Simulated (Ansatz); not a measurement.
What does this script print? It uses Ansatz 0.2.0 through its Python package.

Script `lattice.py`:
```python
'''Relaxed cell of BN under several functionals.'''

import warnings

import ansatz as az
from ase import Atoms
import numpy as np

def edges_and_angles(cell):
    cell = np.asarray(cell)
    a, b, c = np.linalg.norm(cell, axis=1)
    cosines = cell[1] @ cell[2] / (b * c), cell[0] @ cell[2] / (a * c), cell[0] @ cell[1] / (a * b)
    return (a, b, c, *np.degrees(np.arccos(cosines)))

warnings.simplefilter('ignore', az.DeckWarning)

atoms = Atoms(
    ['B', 'B', 'N', 'N'],
    scaled_positions=[
        [2 / 3, 1 / 3, 0.0],
        [1 / 3, 2 / 3, 0.5],
        [2 / 3, 1 / 3, 0.375],
        [1 / 3, 2 / 3, 0.875],
    ],
    cell=[
        [2.536, 0.0, 0.0],
        [-1.268, 2.19624, 0.0],
        [0.0, 0.0, 4.199],
    ],
    pbc=True,
)
crystal = az.Crystal.from_ase(atoms)

model = (
    crystal.calculation()
    .kpoints(12, 12, 4)
    .occupations('fixed')
    .relax(cell=True, force_tolerance=0.03, max_steps=40)
)

levels = [('pbe', 'none'), ('pbesol', 'none'), ('rpbe', 'none'), ('pbe', 'd3bj')]
print('level            a       b       c    alpha   beta  gamma  V/atom  steps')
for name, dispersion in levels:
    seen = []
    run = model.functional(name, dispersion=dispersion).session().plan()
    outcome = run.execute(on_event=lambda e: seen.append(e) if e['event'] == 'relax_step' else None)
    cell = outcome.lattice.cell_ang
    label = name if dispersion == 'none' else f'{name}+{dispersion}'
    print('{:13s} {:7.4f} {:7.4f} {:7.4f} {:6.2f} {:6.2f} {:6.2f}'.format(label, *edges_and_angles(cell)), f'{abs(np.linalg.det(cell)) / len(outcome.lattice.sites):7.3f} {len(seen):5d}')
```

```console
$ python lattice.py
level            a       b       c    alpha   beta  gamma  V/atom  steps
pbe            2.5545  2.5545  4.2244  90.00  90.00 120.00   5.969     7
pbesol         2.5410  2.5410  4.2033  90.00  90.00 120.00   5.876     7
rpbe           2.5681  2.5681  4.2458  90.00  90.00 120.00   6.063     8
pbe+d3bj       2.5416  2.5416  4.2034  90.00  90.00 120.00   5.879     5
```

From smallest to largest: PBEsol (5.88 Å³ an atom, +0.5 % against the start), PBE+D3BJ (5.88 Å³ an atom, +0.6 % against the start), PBE (5.97 Å³ an atom, +2.1 % against the start) and RPBE (6.06 Å³ an atom, +3.7 % against the start). The spread is 3.2 % in volume.

Reading the output:
- Of the deposited cell: the entry's cell lengths or inner coordinates differ somewhat from later room-temperature determinations.
- The starting cell is as deposited in a crystallographic database; the results hold for this polymorph, which needn't be the stable one.
- Wall time of the script: 63 s on 1 thread of Arm Neoverse N1, on a shared host, peak memory 0.38 GiB.
